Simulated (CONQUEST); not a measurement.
The system is CdSe (Cadmoselite).

```
Cd Se
1.0
     4.30000    0.00000    0.00000
     0.00000    7.02000    0.00000
     0.00000    0.00000    7.44782
Cd Se
4 4
Cartesian
  2.1404 3.5110 6.2088
  4.2904 3.5110 2.4849
  0.0446 0.0033 4.9866
  2.1946 0.0033 1.2627
  2.1087 6.1770 6.2343
  4.2587 6.1770 2.5104
  2.1442 2.6964 1.2187
  4.2942 2.6964 4.9427
```

The cell isn't the ideal one: atoms moved at random, drawn with an rms of 0.05 Å.

Base run:

| Item | Value |
| --- | --- |
| Program | CONQUEST 1.3 |
| Functional | PBE |
| Potentials or basis | PseudoDojo NC PBE, DZP, grid cutoff 300 Ha |
| k mesh | 6 × 4 × 4 |
| Occupations | fermi-dirac, width 0.05 eV |
| Spin | no spin polarisation |

Its results: band gap on the k mesh 0.85 eV; pressure 3.9 GPa; largest force 0.590 eV/Å.

Problem. The run is repeated on the same cell with these changes: potentials or basis from PseudoDojo NC PBE, DZP, grid cutoff 300 Ha to PseudoDojo NC PBE, DZP, multi-site functions of range 8 bohr, grid cutoff 120 Ha. What comes out?

Solution. Band gap on the k mesh 1.02 eV; pressure 4.2 GPa; largest force 0.575 eV/Å.

Caveats: the basis of atomic orbitals isn't converged, which shifts pressures, moduli and gaps; multi-site functions contract the basis, which raises the energy a little and makes forces and stress less exact (some runs); the box holds several primitive cells, so bands are folded and the points are those of the box's own zone (some runs).

A k mesh can miss the band edges.
